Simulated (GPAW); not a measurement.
# GaN (F-43m) in GPAW: a series of runs, part 3 of 4

GPAW 26.7.0.

## (5) Band structure, WC, spin-orbit coupling, no magnetisation

run.py

```python
import numpy as np
from ase.dft.bandgap import bandgap
from ase.io import read, write
from ase.units import GPa
from gpaw import GPAW, PW, setup_paths
from gpaw.spinorbit import soc_eigenstates

setup_paths.insert(0, '.')

atoms = read('GaN.cif')

calc = GPAW(mode=PW(800),
            xc='WC',
            kpts={'size': (10, 10, 10), 'gamma': True},
            occupations={'name': 'fermi-dirac', 'width': 0.05},
            nbands=11,
            convergence={'density': 1e-05, 'energy': 1e-05},
            maxiter=150,
            txt='gpaw.txt')
atoms.calc = calc
energy = atoms.get_potential_energy()
forces = atoms.get_forces()
stress = atoms.get_stress()
calc.write('gs.gpw')
write('result.traj', atoms)
print(f'Energy: {energy:.6f} eV')
print('Forces (eV/A):')
print(forces.round(4))
print('Stress (GPa):', (stress / GPa).round(3))
print('Fermi level:', round(calc.get_fermi_level(), 4), 'eV')
print(f'Gap: {bandgap(calc)[0]:.4f} eV, direct: {bandgap(calc, direct=True)[0]:.4f} eV')

path = atoms.cell.bandpath('GXWKGLUWLK,UX', npoints=100, eps=1e-4)
bs_calc = calc.fixed_density(kpts=path, symmetry='off', nbands=19,
                             convergence={'bands': 'CBM+6.0', 'eigenstates': 1e-6}, txt='bands.txt')
bs = bs_calc.band_structure()
bs.write('bs.json')
print(f'Gap on the path: {bandgap(bs_calc)[0]:.4f} eV')

soc = soc_eigenstates(bs_calc, theta=90, phi=45)
np.savetxt('soc_bands.dat', soc.eigenvalues(), fmt='%.4f')
mesh = soc_eigenstates('gs.gpw', theta=90, phi=45)
np.savetxt('soc_mesh.dat', mesh.eigenvalues(), fmt='%.4f')
print('Fermi level with spin-orbit coupling:', round(mesh.fermi_level, 4), 'eV')
```

GaN.cif

```cif
data_GaN
_cell_length_a 3.18693112
_cell_length_b 3.18693112
_cell_length_c 3.18693112
_cell_angle_alpha 60.00000000
_cell_angle_beta 60.00000000
_cell_angle_gamma 60.00000000
_space_group_name_H-M_alt 'P1'
_space_group_name_Hall 'P 1'
_space_group_IT_number 1
loop_
_space_group_symop_operation_xyz
'x,y,z'
loop_
_atom_site_label
_atom_site_type_symbol
_atom_site_symmetry_multiplicity
_atom_site_Wyckoff_symbol
_atom_site_fract_x
_atom_site_fract_y
_atom_site_fract_z
_atom_site_occupancy
Ga1 Ga 1 a 0.0000000000 0.0000000000 0.0000000000 1
N1 N 1 a 0.2500000000 0.2500000000 0.2500000000 1
```

Potentials or basis: PAW data sets generated in the run's folder for this functional, pw.

Started as:

```console
$ gpaw-setup -f WC Ga N
$ OMP_NUM_THREADS=1 python run.py
```

gpaw.txt:

```text
__  _  _
 | _ |_)|_||  |
 |__||  | ||/\| - 26.7.0

Input parameters:
  mode=PW(ecut=800.0),
  convergence={'density': 1e-05, 'energy': 1e-05},
  kpts=MonkhorstPack(size=(10, 10, 10), gamma=True),
  maxiter=150,
  nbands=11,
  occupations=Occupations(name='fermi-dirac', width=0.05),
  xc=XC(name='WC')

Diagonalizing LCAO Hamiltonian
Converting LCAO to pw mode

            N
       Ga

Atoms  # Å, Bohr magnetons
|   | symbol |        x |        y |        z |    initial magnetic moments |
|---|--------|----------|----------|----------|-----------------------------|
| 0 |     Ga | 0.000000 | 0.000000 | 0.000000 | ( 0.0000,  0.0000,  0.0000) |
| 1 |      N | 1.593466 | 0.919988 | 0.650530 | ( 0.0000,  0.0000,  0.0000) |

Unit cell  # Å
| periodic |        x |        y |        z |  lengths |    angles |
|----------|----------|----------|----------|----------|-----------|
|      yes | 3.186931 | 0.000000 | 0.000000 | 3.186931 | 60.000000 |
|      yes | 1.593466 | 2.759963 | 0.000000 | 3.186931 | 60.000000 |
|      yes | 1.593466 | 0.919988 | 2.602118 | 3.186931 | 60.000000 |

Number of symmetries: 24
Symmetry operations  # r_c * U_cc + t_c -> r_c
|    | kind |            matrix            |
|----|------|------------------------------|
|  0 |  E   |  1, 0, 0,  0, 1, 0,  0, 0, 1 |
|  1 |  σ   |  1, 0, 0,  0, 0, 1,  0, 1, 0 |
|  2 |  σ   |  1, 0,-1,  0, 1,-1,  0, 0,-1 |
|  3 |  C3  |  1, 0,-1,  0, 0,-1,  0, 1,-1 |
|  4 |  C3  |  1,-1, 0,  0,-1, 1,  0,-1, 0 |
|  5 |  σ   |  1,-1, 0,  0,-1, 0,  0,-1, 1 |
|  6 |  σ   |  0, 1, 0,  1, 0, 0,  0, 0, 1 |
|  7 |  C3  |  0, 1, 0,  0, 0, 1,  1, 0, 0 |
|  8 |  C2  |  0, 1,-1,  1, 0,-1,  0, 0,-1 |
|  9 |  S4  |  0, 1,-1,  0, 0,-1,  1, 0,-1 |
| 10 |  C3  |  0, 0, 1,  1, 0, 0,  0, 1, 0 |
| 11 |  σ   |  0, 0, 1,  0, 1, 0,  1, 0, 0 |
| 12 |  S4  |  0, 0,-1,  1, 0,-1,  0, 1,-1 |
| 13 |  C3  |  0, 0,-1,  0, 1,-1,  1, 0,-1 |
| 14 |  S4  |  0,-1, 1,  1,-1, 0,  0,-1, 0 |
| 15 |  C2  |  0,-1, 1,  0,-1, 0,  1,-1, 0 |
| 16 |  C3  |  0,-1, 0,  1,-1, 0,  0,-1, 1 |
| 17 |  S4  |  0,-1, 0,  0,-1, 1,  1,-1, 0 |
| 18 |  S4  | -1, 1, 0, -1, 0, 1, -1, 0, 0 |
| 19 |  C3  | -1, 1, 0, -1, 0, 0, -1, 0, 1 |
| 20 |  C3  | -1, 0, 1, -1, 1, 0, -1, 0, 0 |
| 21 |  S4  | -1, 0, 1, -1, 0, 0, -1, 1, 0 |
| 22 |  σ   | -1, 0, 0, -1, 1, 0, -1, 0, 1 |
| 23 |  C2  | -1, 0, 0, -1, 0, 1, -1, 1, 0 |

BZ-sampling:
  Number of BZ points: 1000
  Number of IBZ points: 47

  Monkhorst-Pack size: [10, 10, 10]
  Monkhorst-Pack shift: [0.05, 0.05, 0.05]

K-points  # in reciprocal-cell coordinates
|     |                                coordinates |     weight |
|-----|--------------------------------------------|------------|
|   0 | (  0.00000000,   0.00000000,   0.00000000) | 0.00100000 |
|   1 | (  0.10000000,   0.10000000,   0.00000000) | 0.00600000 |
|   2 | (  0.10000000,   0.10000000,   0.10000000) | 0.00800000 |
|   3 | (  0.20000000,   0.10000000,   0.10000000) | 0.01200000 |
|   4 | (  0.20000000,   0.20000000,   0.00000000) | 0.00600000 |
|   5 | (  0.20000000,   0.20000000,   0.10000000) | 0.02400000 |
|   6 | (  0.20000000,   0.20000000,   0.20000000) | 0.00800000 |
|   7 | (  0.30000000,   0.20000000,   0.10000000) | 0.02400000 |
|   8 | (  0.30000000,   0.20000000,   0.20000000) | 0.02400000 |
|   9 | (  0.30000000,   0.30000000,   0.00000000) | 0.00600000 |
| ... |                                            |            |
|  46 | (  0.50000000,   0.50000000,   0.50000000) | 0.00400000 |

Plane wave coefficients: 1243
Cutoff: 800.0 eV

Spin-components: 1 (collinear spins)
Bands:           11
Projectors:      10
Spin-degeneracy: 2
Datatype:        complex128

Density:
  Valence electrons: 8.0
  Components: 1
  Grid points: [21 21 21]
  Charge: 0.0  # |e|

Potential:
  Grid points: [21 21 21]

species:
  Ga:
    name:    Gallium
    Z:       31.0
    valence: 3
    core:    28
    charge:  0.0  # [|e|]
    compensation charges:
      type: gauss
      rc: 0.37  # [Å]
      lmax: 2
    cutoffs:
      filter: 2.06  # [Å]
      core: 4.17  # [Å]
    projectors
    | kind |    occ | energy [eV] | rcut [Å] |
    |------|--------|-------------|----------|
    |   4s |  2.000 |      -8.985 |    1.164 |
    |   4p |  1.000 |      -2.557 |    1.164 |
    |    s |        |      18.226 |    1.164 |
    |    p |        |      24.654 |    1.164 |
    |    d |        |       0.000 |    1.164 |

    Using partial waves for Ga as LCAO basis

  N:
    name:    Nitrogen
    Z:       7.0
    valence: 5
    core:    2
    charge:  0.0  # [|e|]
    compensation charges:
      type: gauss
      rc: 0.18  # [Å]
      lmax: 2
    cutoffs:
      filter: 1.11  # [Å]
      core: 0.96  # [Å]
    projectors
    | kind |    occ | energy [eV] | rcut [Å] |
    |------|--------|-------------|----------|
    |   2s |  2.000 |     -18.472 |    0.603 |
    |   2p |  3.000 |      -7.053 |    0.529 |
    |    s |        |       8.739 |    0.603 |
    |    p |        |      20.158 |    0.529 |
    |    d |        |       0.000 |    0.577 |

    Using partial waves for N as LCAO basis

Reference energy: -54350.470757  # eV

eigensolver:
  PPCG
  Converge bands: occupied
  niter=2

density mixing:
  MSR1-Mixer
  Pratt-step length: 0.05
  Maximum mixing coefficient: 0.75
  Old densities: 10
  SVD Regularization: 0.005
  Good broyden scale: 1.0
  Trust region scale: 1.0
  Backstep threshold: 4.0
  History deletion threshold: 6.0
  Fourier metric: weight=20.0, sigma=0.015

occupation numbers:
  Fermi-Dirac:
    width: 0.0500  # eV

poisson solver:
  ecut: 6400.0  # eV

xc functional:
  name: WC with 2 nearest neighbor stencil

convergence criteria:
- Maximum integral of absolute [dens]ity change: 1e-05 electrons / valence electron
- Maximum [total energy] change in last 3 cyles: 1e-05 eV / valence electron
- Maximum integral of absolute [eigenst]ate change: 4e-08 eV^2 / valence electron
maximum number of iterations: 150

SCF iterations
|iter     | |      energy | eigst |  dens |
|---------|-|-------------|-------|-------|
|iter:   1| |  -14.639121 | -0.18 |       |
|iter:   2| |  -14.179030 | -2.06 | -0.58 |
|iter:   3| |  -12.940982 | -0.73 | -0.64 |
|iter:   4| |  -12.934244 | -3.16 | -1.31 |
|iter:   5| |  -12.932393 | -3.53 | -1.58 |
|iter:   6| |  -12.932398 | -5.81 | -2.87 |
|iter:   7| |  -12.932403c| -6.48 | -3.22 |
|iter:   8| |  -12.932403c| -7.75c| -4.40 |
|iter:   9| |  -12.932403c| -8.52c| -5.10c|

Converged in 9 steps
Energy contributions relative to reference atoms: (reference = -54350.470757)

Energy contributions:
  Kinetic:          33.026328
  Coulomb:         -29.312105
  Zero:              0.146350
  External:          0.000000
  Xc:              -16.792976
  Entropy:          -0.000000
  Spinorbit:         0.000000
  ----------------------------
  Free energy:     -12.932403
  Extrapolated:    -12.932403

dipole moment: (-17.839480, -10.299629, -7.282937)  # |e|*Ang

Fermi level: 7.117
Eigenvalues  # (at kpt = [0.000, 0.000, 0.000])
| band index |      eig [eV] | occ [0-2] |
|------------|---------------|-----------|
|          0 |        -9.625 |     2.000 |
|          1 |         6.212 |     2.000 |
|          2 |         6.212 |     2.000 |
|          3 |         6.212 |     2.000 |
|          4 |         7.990 |     0.000 |
|          5 |        16.519 |     0.000 |
|          6 |        16.519 |     0.000 |
|          7 |        16.519 |     0.000 |
|          8 |        23.675 |     0.000 |
|          9 |        24.518 |     0.000 |
|         10 |        24.545 |     0.000 |

Gap: 1.778 eV
Transition (v -> c):
  (s=0, k=0, n=3, [0.00, 0.00, 0.00]) -> (s=0, k=0, n=4, [0.00, 0.00, 0.00])
No difference between direct/indirect transitions

Forces  # eV/Ang
|       x |        y |        z |
|---------|----------|----------|
| 0.00000 | -0.00000 |  0.00000 |  # Ga   0
| 0.00000 |  0.00000 | -0.00000 |  # N    1

Stress tensor  # eV/Ang^3
|         x |         y |         z |
|-----------|-----------|-----------|
| -0.040584 |  0.000000 |  0.000000 |
|  0.000000 | -0.040584 | -0.000000 |
|  0.000000 | -0.000000 | -0.040584 |

# Writing to gs.gpw (mode='')
```

It took 26 s on 1 thread of Arm Neoverse V2, shared host; peak memory 0.26 GiB.

Results:

```
Free energy             : -12.9324 eV
Pressure                : 6.5 GPa
Band gap on the k mesh  : 1.77 eV, direct
Band gap along the path : 1.77 eV, direct
```

Levels at the corners of the path, in eV from the valence-band top:
```
point  band 5  band 6  band 7  band 8  band 9  band 10  band 11  band 12
    Γ    0.00    0.00    0.00    0.00    1.77     1.77    10.07    10.07
    X   -2.70   -2.70   -2.66   -2.66    3.27     3.27     6.64     6.64
    W   -3.82   -3.80   -3.65   -3.59    6.19     6.20     8.44     8.45
    K   -4.33   -4.29   -2.16   -2.16    4.95     4.95     7.89     7.89
    Γ    0.00    0.00    0.00    0.00    1.77     1.77    10.07    10.07
    L   -0.99   -0.99   -0.95   -0.95    4.65     4.65     8.71     8.71
    U   -4.33   -4.29   -2.16   -2.16    4.95     4.95     7.89     7.89
    W   -3.82   -3.80   -3.65   -3.59    6.19     6.20     8.44     8.45
    L   -0.99   -0.99   -0.95   -0.95    4.65     4.65     8.71     8.71
    K   -4.33   -4.29   -2.16   -2.16    4.95     4.95     7.89     7.89
    U   -4.33   -4.29   -2.16   -2.16    4.95     4.95     7.89     7.89
    X   -2.70   -2.70   -2.66   -2.66    3.27     3.27     6.64     6.64
```

Caveat: spin-orbit coupling was added after a scalar SCF, so levels and gaps hold it while energy, forces, pressure and moments don't; this program's spin-orbit splittings come out too wide for heavy elements.

(Part 3 of 4 ends here.)
